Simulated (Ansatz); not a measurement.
# 1T-MnO2 bilayer (AA) in a perpendicular field, part 2 of 3

What dipole does a perpendicular field induce in the 1T-MnO2 bilayer (AA), and does the gap follow? A positive field points along +c.

Ansatz 0.2.0; plane-wave DFT, PBE-D4, Ansatz PAW (the session's first sound run).

So far. Step 2 (Relaxation): The lattice constant a goes from 2.784 to 2.865 Å.

## Step 3: Atoms held, field 0

A sawtooth potential applies the field, turning back in the middle of the vacuum. With the dipole correction the typed value is the field outside the slab. The induced dipole is small, so the SCF threshold is tight.

The cell differs from the one that the last finished run ended in (c 38.163 → 24.468 Å).

input.yaml reads:

```yaml
crystal:
  lattice:
    - [2.8651523331, 0.0, 0.0]
    - [-1.4325761666, 2.4812947062, 0.0]
    - [0.0, 0.0, 24.4676166951]
  atoms:
    - { symbol: O, position: [0.6666666667, 0.3333333333, 0.3678331287], spin: 0.05 }
    - { symbol: Mn, position: [0.0, 0.0, 0.4069708768], spin: 2.5 }
    - { symbol: O, position: [0.3333333333, 0.6666666667, 0.4459919172], spin: 0.05 }
    - { symbol: O, position: [0.6666666667, 0.3333333333, 0.5540080828], spin: 0.05 }
    - { symbol: Mn, position: [0.0, 0.0, 0.5930291232], spin: 2.5 }
    - { symbol: O, position: [0.3333333333, 0.6666666667, 0.6321668713], spin: 0.05 }
magnetization:
  spin_polarized: true
kpoints:
  mp_grid: { grid: [18, 18, 1] }
  band_path:
    path: [[0, 0, 0], [0.5, 0, 0], [0.33333333, 0.33333333, 0], [0, 0, 0]]
    npoints: 16
hamiltonian:
  xc: pbe
  dispersion: d4
scf:
  occupations: { method: fermi_dirac, width: 0.05 }
  convergence: { dr2_threshold: 1.0e-10 }
efield:
  axis: 3
  dipole_correction: true
  ramp_position: 0.97
  ramp_width: 0.06
  amplitude: 0
output:
  dos: { projected: true, e_range: [-6, 5] }
  bader: true
  write_potential: true
  write_density: true
  volumetric_format: npy
  elf: true
```

Launch:

```console
$ ansatz run input.yaml --threads 4 --pin off --max-ram 6144MiB --backend cpu --events-out ev --progress --plain --runs-dir out
```

Numbers of over 12 decimals in the logs are rounded to 6 here.

The log of the run:

```text
[...]
Crystal: 6 atoms, lattice volume = 173.947 Å³
Basis set: ecut = 420 eV, 3417 PW (Γ)
Bands: 36, of which v1, the nominal top of the filled ones, is band 27 counted from 1 (26 counted from 0)
Symmetry: 6 space group operations
k-points: 37 of 324 (time reversal used)
[...]
Starting moments: Σ|m| = 5.2 μB on 6 of 6 sites
[...]
SCF iter   1: F=—  HF=-10057.653496 eV  |F-HF|=—  |Δ(HF+E_count)|=         —  Δρ=5.57e-2 (↑4.22e-2 ↓5.57e-2)  dr2=1.05e1  dr2_m=1.22e0  M=6.000 μB ∫|m|=6.024 μB  β_m=1.00  ethr=3.10e-3  p=0.000 e·Å  D=9.80e-14 V/Å  ΔV_dip=-0.00 eV  dr2_dipole=8.43e-8  V_vac-E_F(+/−)=5.63/5.63 eV  ⟨swp⟩=8.8  Hψ=12491  notcnv=0
[...]
efield: sawtooth ramp at fractional position 0.9700 (set: `efield.ramp_position`, or a place that a band, a saddle search or an elastic batch's reference lends), width 0.0600; the density the first Hamiltonian is built on has a dipole p = 0.000 e·Å; the dipole correction subtracts the counter field D = 9.80e-14 V/Å, which shifts the + side's vacuum level by -0.00 eV against the − side's; the planar-averaged density in the ramp window peaks in size at 2.1e-6 e/Å³
[...]
SCF iter   2: F=—  HF=-10063.982581 eV  |F-HF|=—  |Δ(HF+E_count)|=    6.33e0  Δρ=1.57e-2 (↑1.57e-2 ↓1.23e-2)  dr2=6.05e-1  dr2_m=7.76e-2  M=6.000 μB ∫|m|=6.082 μB  β_m=1.00  ethr=3.10e-3  p=0.000 e·Å  D=1.26e-4 V/Å  ΔV_dip=-0.00 eV  dr2_dipole=5.32e-7  V_vac-E_F(+/−)=6.81/6.81 eV  ⟨swp⟩=4.0  Hψ=7088  notcnv=0  defer=132  κ⁻¹=1.0e0(r=1)
density mixer auto → broyden: gapped, with few screened modes (density of states about μ 0.42 of a free-electron gas's, 16 screened modes)
SCF iter   3: F=—  HF=-10066.238264 eV  |F-HF|=—  |Δ(HF+E_count)|=    2.26e0  Δρ=8.40e-3 (↑8.40e-3 ↓8.16e-3)  dr2=2.28e-1  dr2_m=1.18e-3  M=6.000 μB ∫|m|=6.081 μB  β_m=1.00  ethr=1.12e-3  p=-0.000 e·Å  D=-2.11e-4 V/Å  ΔV_dip=0.01 eV  dr2_dipole=2.76e-7  V_vac-E_F(+/−)=6.63/6.63 eV  ⟨swp⟩=2.7  Hψ=4713  notcnv=0  defer=137  κ⁻¹=2.6e-2(r=2)
[...]
SCF iter  26: F=-10068.290749 eV  HF=-10068.290749 eV  |F-HF|=2.73e-11  |Δ(HF+E_count)|=  2.73e-11  Δρ=3.33e-8 (↑2.72e-8 ↓3.33e-8)  dr2=2.75e-12  dr2_m=3.24e-13  M=6.000 μB ∫|m|=6.078 μB  ethr=1.00e-12  p=0.000 e·Å  D=9.41e-9 V/Å  ΔV_dip=-0.00 eV  dr2_dipole=5.74e-15  V_vac-E_F(+/−)=7.07/7.07 eV  ⟨swp⟩=10.6  Hψ=8858  notcnv=0
SCF 1 converged in 26 iterations: F = -10068.290749 eV  dr2 = 2.75e-12
[...]
this state was not tested for a lower state beside it, because the mixer in use, unlike msr1, does not test its closes by its own steps (another_mixer; see scf.mixing.algorithm and scf.lower_state_search)
NSCF: frozen V_eff on 49 k-points
efield: sawtooth ramp at fractional position 0.9700 (kept from the solve that this one continues, or follows in the run), width 0.0600; the density the first Hamiltonian is built on has a dipole p = 0.000 e·Å; the dipole correction subtracts the counter field D = 9.41e-9 V/Å, which shifts the + side's vacuum level by -0.00 eV against the − side's; the planar-averaged density in the ramp window peaks in size at 2.3e-6 e/Å³
SCF converged after 26 iterations
Magnetization: 6.0000 μB (30.0000 up, 24.0000 down)
Absolute magnetization: 6.0810 μB (∫|ρ↑−ρ↓|, with the PAW one-centre terms)
[...]
Per-site moments (μB) at R_I (Å): [(0.047563, 0.788445), (2.502677, 0.787855), (0.047706, 0.787855), (0.047706, 0.787855), (2.502677, 0.787855), (0.047563, 0.788445)]
Free energy (F): -10068.290749 eV
[...]
Internal energy: -10068.290744 eV  (E = F + TS)
E sigma→0 (E₀):  -10068.290746 eV
Entropy (-TS):   -0.000005 eV (-0.001 meV/atom)
Fermi energy:    -1.297314 eV
Dipole field:    D = -0.000000 V/Å  (p = -0.000000 e·Å, saw-weighted, corrected)
Work function:   Φ+ = 7.0744 eV   Φ− = 7.0744 eV
Levels:          The Fermi level and band energies are counted from a zero that moves with the ramp; work functions are not
[...]
--- Band table (eV; the first three rows and the last of 74) ---
  k-point 0 ↑: bands = [... 23 lower, -3.1968, -3.1527, -3.1527, -3.1268, -3.1268, -2.0399, -1.8623, 1.1438, ... 5 higher]
  k-point 1 ↑: bands = [... 23 lower, -3.1896, -3.1672, -3.1081, -3.0516, -3.0286, -2.0209, -1.8342, 1.0411, ... 5 higher]
  k-point 2 ↑: bands = [... 23 lower, -3.2466, -3.2021, -2.9417, -2.8607, -2.8405, -2.0003, -1.7981, 0.7694, ... 5 higher]
  k-point 36 ↓: bands = [... 23 lower, -4.3748, -0.5119, -0.4737, 0.3014, 0.3014, 0.3137, 0.3137, 1.7529, ... 5 higher]
--- Bader charges: 6 sites ---
  site symbol  charge [e]  shift [e]    m [muB]
     0      O     -0.9286     0.0044     0.0909
     1     Mn      1.8571     0.0088     2.8180
     2      O     -0.9284     0.0044     0.0911
     3      O     -0.9284     0.0044     0.0911
     4     Mn      1.8570     0.0088     2.8180
     5      O     -0.9286     0.0044     0.0909
  estimated error of the sums over rays = 4.3e-4 e
```

Run time: 48 s. Hardware: 4 threads of Arm Neoverse V2, shared host; peak memory 0.77 GiB.

Reading the cycles: dr2 is the Hartree energy of the density residual (eV), the measure of convergence; HF is the Harris–Foulkes estimate of the energy, which meets the free energy F at convergence.

Numbers from this step:

| Property | Result |
| --- | --- |
| site moments | 0.04756, 2.503, 0.04771, 0.04771, 2.503, 0.04756 μB |
| dipole along the normal | -9.60e-8 e·Å |
| gap along the path | 0.942 eV |
| ionisation energy, upper face | 7.574 eV |
| electron affinity, upper face | 6.632 eV |
| gap, the smaller of path and mesh | 0.942 eV |

Running mean over a fixed 2.6 Å (it still follows the layers) of the planar mean; the ramp of the sawtooth is left out. Table of electron's electrostatic potential energy less the Fermi level by z:

z (Å), electron's electrostatic potential energy less the Fermi level (eV) and a bar from the least value:
```
      3.0        7.1 ##############################
      3.5        7.1 ##############################
      4.0        7.1 ##############################
      4.5        7.1 ##############################
      5.0        7.1 ##############################
      5.5        7.1 ##############################
      6.0        7.1 ##############################
      6.5        7.0 ##############################
      7.0        6.9 ##############################
      7.5        5.6 ###########################
      8.0        2.6 ######################
      8.5       -1.3 ################
      9.0       -5.6 #########
      9.5       -9.1 ##
     10.0      -10.5 
     10.5       -8.6 ###
     11.0       -4.9 ##########
     11.5       -0.8 #################
     12.0        1.9 #####################
     12.5        1.9 #####################
     13.0       -1.0 ################
     13.5       -5.2 #########
     14.0       -8.8 ###
     14.5      -10.6 
     15.0       -8.9 ###
     15.5       -5.3 #########
     16.0       -1.0 ################
     16.5        2.9 #######################
     17.0        5.7 ############################
     17.5        6.9 ##############################
     18.0        7.0 ##############################
     18.5        7.1 ##############################
     19.0        7.1 ##############################
     19.5        7.1 ##############################
     20.0        7.1 ##############################
     20.5        7.1 ##############################
     21.0        7.1 ##############################
```

The density of states has structure finer than the step of the table below, so its rows give means over 0.25 eV, whole bins alone (the curve runs from -6 to 2.44 eV). Peaks (eV: height): total -5.810: 9.39, -5.610: 8.52, -4.510: 9.06, -2.000: 12.2, 0.860: 9.49, 1.330: 14.7, 1.580: 15.7; up -4.370: 5.13, -2.000: 10.3, -1.700: 5.16, -0.710: 5.41, 1.580: 7.86, 1.690: 6.67, 2.190: 5.71; down -5.610: 5.78, -5.120: 5.37, -3.790: 5.21, -3.710: 5.77, 0.860: 9.49, 1.330: 13.4, 1.610: 9.06.

Density of states against energy, zero at the Fermi level of the run, which the smearing sets inside the gap; means over each step; values in states/eV a cell:

```csv
energy (eV),total,up,down
-5.75,7.11,3.70,3.41
-5.50,5.65,2.26,3.40
-5.25,5.66,1.83,3.83
-5.00,5.65,2.45,3.20
-4.75,5.09,2.16,2.93
-4.50,6.31,3.28,3.03
-4.25,4.44,3.63,0.803
-4.00,4.04,2.93,1.11
-3.75,6.06,2.30,3.76
-3.50,4.99,1.27,3.72
-3.25,4.81,0.905,3.90
-3.00,2.60,1.25,1.35
-2.75,2.69,1.42,1.26
-2.50,4.00,2.13,1.87
-2.25,5.27,3.36,1.91
-2.00,8.00,6.23,1.78
-1.75,6.42,4.49,1.93
-1.50,4.90,3.48,1.43
-1.25,4.04,4.02,0.0257
-1.00,3.57,3.57,0
-0.75,1.96,1.96,0
-0.50,0.773,0.773,0
-0.25,0,0,0
0.00,0,0,0
0.25,0,0,0
0.50,0.469,0,0.469
0.75,3.72,0,3.72
1.00,4.93,0,4.93
1.25,6.42,0.646,5.78
1.50,8.36,3.67,4.69
1.75,7.51,4.71,2.80
2.00,4.39,2.88,1.50
2.25,3.49,3.49,7.0e-4
```

Projected DOS per atom over height of the atomic layer and energy from the Fermi level. Layers: O Mn O O Mn O from below.

Ten even steps from '0' (0.00 states/eV) to '9' (3.32 states/eV), each cell a mean:
```
121121
141141
191191
050050
040040
000000
000000
000000
010010
121121
222222
242242
222222
101101
212212
222222
222222
222222
322223
323323
222222
233332
```
Columns: height of the atomic layer (Å) from 9 to 15.5 (not evenly spaced); rows upwards: energy from the Fermi level (eV) from -5.96 to 2.41.

Projected DOS per atom, spin up over height of the atomic layer and energy from the Fermi level. Layers: O Mn O O Mn O from below.

Ten even steps from '_' (0.00 states/eV) to '@' (1.58 states/eV), each cell a mean:
```
::==::::==::
::++----++::
::++::::++::
____________
____________
____________
____________
____________
..--....--..
--**----**--
--++----++--
--@@----@@--
::==::::==::
............
............
............
::--::::--::
--==----==--
::--::::--::
::..::::..::
..::::::::..
--==----==--
```
Columns: height of the atomic layer (Å) from 9 to 15.5 (not evenly spaced); rows upwards: energy from the Fermi level (eV) from -5.96 to 2.41.

Projected DOS per atom, spin down over height of the atomic layer and energy from the Fermi level. Layers: O Mn O O Mn O from below.

Ten even steps from '0' (0.00 states/eV) to '9' (2.41 states/eV), each cell a mean:
```
000000
030030
090090
070070
060060
000000
000000
000000
000000
000000
101101
101101
101101
101101
202202
313313
101101
000000
212212
212212
222222
112211
```
Columns: height of the atomic layer (Å) from 9 to 15.5 (not evenly spaced); rows upwards: energy from the Fermi level (eV) from -5.96 to 2.41.

Deep bands are left out, so band numbers here count from the lowest band kept and differ from the log's. The electronic bands at the labelled points (eV, zero at the Fermi level of the run, which the smearing sets inside the gap; # counts the bands kept):

```csv
point,up #15,up #16,up #17,up #18,down #13,down #14,down #15,down #16
Γ,-1.83,-1.83,-0.74,-0.56,0.44,0.44,0.45,0.45
halfway,-1.38,-1.35,-0.93,-0.75,0.84,0.87,1.27,1.27
M,-2.22,-2.19,-1.50,-1.44,0.71,0.72,1.20,1.21
halfway,-1.76,-1.72,-1.20,-1.10,0.85,0.85,1.32,1.34
K,-1.26,-1.26,-1.20,-1.20,0.79,0.82,1.60,1.60
halfway,-1.16,-1.03,-1.01,-0.85,1.10,1.11,1.32,1.38
Γ,-1.83,-1.83,-0.74,-0.56,0.44,0.44,0.45,0.45
```

Spin density in the ca plane at fractional y = 0.000, with atoms of Mn within 0.2 Å of it.

Ten even steps from '0' (0.0 e/Å³) to '9' (5.1 e/Å³), each cell a mean:
```
00000000000000000000002551000000000363000000
00000000000000000000000110000000000010000000
00000000000000000000000000000000000000000000
00000000000000000000000000000000000000000000
00000000000000000000000000000000000000000000
00000000000000000000000000000000000000000000
00000000000000000000001320000000000132000000
00000000000000000000003982000000001596100000
```
Columns run along c (16.0 Å, from fractional 0.06 to 0.71 of the cell), rows up along a (2.9 Å). Atoms in or near the plane, at fractional coordinates: Mn at (0.41, 0.00), Mn at (0.59, 0.00).

Valence density in the ca plane at fractional y = 0.000, with atoms of Mn within 0.2 Å of it. It is the smooth field of the valence electrons, not physical close to the nuclei.

Ten steps, logarithmic in the rise over the least value, from '0' (0 e/Å³) to '9' (24 e/Å³), each cell a mean:
```
00000000000000000000026886200000014798410000
00000000000000000000113553110000012454210000
00000000000000000000122222210000122222221000
00000000000000000001222112221000122212221000
00000000000000000001222112211000122212221000
00000000000000000000122332210000112343211000
00000000000000000000125775200000013676310000
00000000000000000000027997200000014898510000
```
Columns run along c (16.0 Å, from fractional 0.06 to 0.71 of the cell), rows up along a (2.9 Å). Atoms in or near the plane, at fractional coordinates: Mn at (0.41, 0.00), Mn at (0.59, 0.00).

Electrostatic potential energy in the ca plane at fractional y = 0.000, with atoms of Mn within 0.2 Å of it. With pseudopotentials it is smooth inside the atoms' cores, unlike the true potential.

Values in eV, 5 rows by 16 columns, each cell a mean:
```
  6   6   6   6   6   6   5  -3 -46 -20   4   4 -20 -46  -3   5
  6   6   6   6   6   6   5   1 -11  -4   4   4  -3 -11   1   5
  6   6   6   6   6   6   5   1  -2  -1   4   4  -1  -2   2   5
  6   6   6   6   6   6   5   0 -22  -8   4   4  -8 -22   0   5
  6   6   6   6   6   6   5  -4 -51 -25   4   4 -25 -51  -4   5
```
Columns run along c (16.0 Å, from fractional 0.06 to 0.71 of the cell; values clipped at the 3rd and 97th percentile), rows up along a (2.9 Å). Atoms in or near the plane, at fractional coordinates: Mn at (0.41, 0.00), Mn at (0.59, 0.00).

The gap is 0.94 eV, with the valence edge 7.57 eV and the conduction edge 6.63 eV under the upper vacuum level.

## Step 4: Single point, field 0.03 V/Å

input.yaml: that of step 3 with these lines changed.

```diff
@@ -30,6 +30,4 @@
   ramp_width: 0.06
-  amplitude: 0
+  amplitude: 0.03
 output:
-  dos: { projected: true, e_range: [-6, 5] }
-  bader: true
   write_potential: true
@@ -37,2 +35 @@
   volumetric_format: npy
-  elf: true
```

The log of the run:

```text
[...]
Crystal: 6 atoms, lattice volume = 173.947 Å³
Basis set: ecut = 420 eV, 3417 PW (Γ)
Bands: 36, of which v1, the nominal top of the filled ones, is band 27 counted from 1 (26 counted from 0)
Symmetry: 6 space group operations
k-points: 37 of 324 (time reversal used)
[...]
Starting moments: Σ|m| = 5.2 μB on 6 of 6 sites
[...]
k-point 1 ↑: bands = [... 23 lower, -3.1995, -3.1594, -3.1053, -3.0643, -3.0159, -2.0232, -1.8319, 1.0283, ... 5 higher]
  k-point 2 ↑: bands = [... 23 lower, -3.2526, -3.1963, -2.9408, -2.8742, -2.8271, -2.0023, -1.7961, 0.7517, ... 5 higher]
  k-point 36 ↓: bands = [... 23 lower, -4.3721, -0.5213, -0.4643, 0.2849, 0.2861, 0.3291, 0.3300, 1.7456, ... 5 higher]
[key lines of the parts left out:]
SCF converged after 26 iterations
Magnetization: 6.0000 μB (30.0000 up, 24.0000 down)
Free energy (F): -10068.290858 eV
Fermi energy:    -1.298496 eV
Dipole field:    D = 0.007573 V/Å  (p = 0.007280 e·Å, saw-weighted, corrected)
```

The job ended after 38 s (4 threads; peak memory 0.77 GiB; 2.5 min of CPU time).

The dipole is 0.00728 e·Å, and the gap 0.921 eV.

## Step 5: Single point, field -0.03 V/Å

input.yaml: that of step 4 with these lines changed.

```diff
@@ -30,3 +30,3 @@
   ramp_width: 0.06
-  amplitude: 0.03
+  amplitude: -0.03
 output:
```

The log of the run:

```text
[...]
Crystal: 6 atoms, lattice volume = 173.947 Å³
Basis set: ecut = 420 eV, 3417 PW (Γ)
Bands: 36, of which v1, the nominal top of the filled ones, is band 27 counted from 1 (26 counted from 0)
Symmetry: 6 space group operations
k-points: 37 of 324 (time reversal used)
[...]
Starting moments: Σ|m| = 5.2 μB on 6 of 6 sites
[...]
k-point 1 ↑: bands = [... 23 lower, -3.1995, -3.1594, -3.1053, -3.0643, -3.0160, -2.0232, -1.8319, 1.0283, ... 5 higher]
  k-point 2 ↑: bands = [... 23 lower, -3.2526, -3.1963, -2.9408, -2.8742, -2.8271, -2.0023, -1.7961, 0.7517, ... 5 higher]
  k-point 36 ↓: bands = [... 23 lower, -4.3721, -0.5213, -0.4643, 0.2849, 0.2861, 0.3291, 0.3300, 1.7456, ... 5 higher]
[key lines of the parts left out:]
SCF converged after 26 iterations
Magnetization: 6.0000 μB (30.0000 up, 24.0000 down)
Free energy (F): -10068.290858 eV
Fermi energy:    -1.298496 eV
Dipole field:    D = -0.007573 V/Å  (p = -0.007280 e·Å, saw-weighted, corrected)
```

The job ended after 39 s (4 threads; peak memory 0.77 GiB).

The dipole is -0.00728 e·Å, and the gap 0.921 eV.

## Step 6: Single point, field 0.15 V/Å

input.yaml: that of step 5 with these lines changed.

```diff
@@ -30,3 +30,3 @@
   ramp_width: 0.06
-  amplitude: -0.03
+  amplitude: 0.15
 output:
```

The log of the run:

```text
[...]
Crystal: 6 atoms, lattice volume = 173.947 Å³
Basis set: ecut = 420 eV, 3417 PW (Γ)
Bands: 36, of which v1, the nominal top of the filled ones, is band 27 counted from 1 (26 counted from 0)
Symmetry: 6 space group operations
k-points: 37 of 324 (time reversal used)
[...]
Starting moments: Σ|m| = 5.2 μB on 6 of 6 sites
[...]
k-point 1 ↑: bands = [... 23 lower, -3.2767, -3.1474, -3.1246, -3.0492, -2.9337, -2.0659, -1.7888, 0.9454, ... 5 higher]
  k-point 2 ↑: bands = [... 23 lower, -3.3152, -3.1362, -2.9576, -2.9197, -2.7445, -2.0420, -1.7555, 0.6668, ... 5 higher]
  k-point 36 ↓: bands = [... 23 lower, -4.3228, -0.6005, -0.3859, 0.1988, 0.2040, 0.4102, 0.4153, 1.6779, ... 5 higher]
[key lines of the parts left out:]
SCF converged after 26 iterations
Magnetization: 6.0000 μB (30.0000 up, 24.0000 down)
Free energy (F): -10068.293479 eV
Fermi energy:    -1.312303 eV
Dipole field:    D = 0.037880 V/Å  (p = 0.036414 e·Å, saw-weighted, corrected)
```

Wall time 39 s (4 threads); peak memory 0.77 GiB; 2.5 min of CPU time.

The dipole is 0.0364 e·Å, and the gap 0.796 eV.

## Step 7: Single point, field 0.25 V/Å

input.yaml: that of step 6 with these lines changed.

```diff
@@ -30,3 +30,3 @@
   ramp_width: 0.06
-  amplitude: 0.15
+  amplitude: 0.25
 output:
```

The log of the run:

```text
[...]
Crystal: 6 atoms, lattice volume = 173.947 Å³
Basis set: ecut = 420 eV, 3417 PW (Γ)
Bands: 36, of which v1, the nominal top of the filled ones, is band 27 counted from 1 (26 counted from 0)
Symmetry: 6 space group operations
k-points: 37 of 324 (time reversal used)
[...]
Starting moments: Σ|m| = 5.2 μB on 6 of 6 sites
[...]
k-point 1 ↑: bands = [... 23 lower, -3.3457, -3.2180, -3.0974, -2.9844, -2.8648, -2.1205, -1.7333, 0.8750, ... 5 higher]
  k-point 2 ↑: bands = [... 23 lower, -3.3750, -3.0809, -3.0282, -2.8855, -2.6755, -2.0940, -1.7019, 0.5962, ... 5 higher]
  k-point 36 ↓: bands = [... 23 lower, -4.2632, -0.6701, -0.3177, 0.1269, 0.1355, 0.4771, 0.4858, 1.6102, ... 5 higher]
[key lines of the parts left out:]
SCF converged after 27 iterations
Magnetization: 5.9999 μB (30.0000 up, 24.0000 down)
Free energy (F): -10068.298337 eV
Fermi energy:    -1.320286 eV
Dipole field:    D = 0.063205 V/Å  (p = 0.060758 e·Å, saw-weighted, corrected)
```

The job ended after 40 s (4 threads; peak memory 0.77 GiB; 2.6 min of CPU time).

The dipole is 0.0608 e·Å, and the gap 0.672 eV.

[end of part 2 of 3]

[Logs are printed without paths, hosts, clocks, repeated set-up lines and the standing remarks that a program may print on its own settings, such as how far it seeks lower states.]

[Hosts, paths, dates, database ids (printed as entryN), source tags and the programs' standing remarks are cut or masked in the printed files.]

[Maps of the electrostatic potential energy from Ansatz leave out the sawtooth potential of an applied field or a dipole correction, so their vacuum need not be flat; planar profiles and work functions include it.]
